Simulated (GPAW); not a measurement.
Runs of GPAW 26.7.0 on CuI (Marshite). It takes space group F-43m (No. 216, cubic). The conventional cell has a = 6.063 Å, b = 6.063 Å, c = 6.063 Å, α = 90.00°, β = 90.00°, γ = 90.00°. I (site symmetry -43m) is surrounded by 4 Cu at 2.63 Å. Cu (site symmetry -43m) has 4 I at 2.63 Å as nearest neighbours. 

| task | level | potentials or basis | spin | k mesh | cutoff (eV) | band path | band points | data set | spin axis theta (degrees) | spin axis phi (degrees) | gap on the mesh (eV) | pressure (GPa) |
| --- | --- | --- | --- | --- | --- | --- | --- | --- | --- | --- | --- | --- |
| band structure | LDA | PAW data sets generated in the run's folder for this functional, pw | off | 6 × 6 × 6 | 600 | GXWKGLUWLK,UX | 100 | - | - | - | 0.96 | -3.9 |
| single point | TB-mBJ | GPAW PAW data sets for LDA (gpaw-data 1.2.1), pw | off | 6 × 6 × 6 | 600 | - | - | - | - | - | 2.18 | - |
| band structure | LDA | the program's PAW data sets (release 1.2.1) made for this functional, newer versions, pw | off | 6 × 6 × 6 | 600 | GXWKGLUWLK,UX | 60 | I v3 | - | - | 0.95 | (b) |
| band structure | SCAN | GPAW PAW data sets (gpaw-data 1.2.1), pw | SOC, no magnetisation | 6 × 6 × 6 | 600 | GXWKGLUWLK,UX | 80 | - | 0 | 0 | 1.29 | -0.8 |
| one-shot levels of the hybrid HSE06 | LDA | the program's PAW data sets (release 1.2.1) made for this functional, pw | off | 5 × 5 × 5 | 500 | - | - | - | - | - | 0.95 | (a) |

Alike in all rows: cell as given; smearing fermi-dirac 0.05 eV.

**Question.** Estimate the missing entries.

**Answer.** (a) -4.1; (b) -4.5.

Caveats: with this Cu data set, volumes or pressures lay over 1.5 % or 2 GPa off other programs in two to four cells of ten (some runs); spin-orbit coupling is left out, which moves the levels of the heavy elements (some runs); the PAW data sets were made with another functional, which shifts forces and pressure a little (some runs); a model potential gives levels but no total energy (some runs); spin-orbit coupling was added after a scalar SCF, so levels and gaps hold it while energy, forces, pressure and moments don't (some runs); this program's spin-orbit splittings come out too wide for heavy elements (some runs); the cutoff is short for stress and forces, so pressures can be off by a GPa or more (some runs).

A k mesh can miss the band edges, and rows without SOC leave out spin-orbit coupling on I.

Runs at the PBE level aren't shown here.
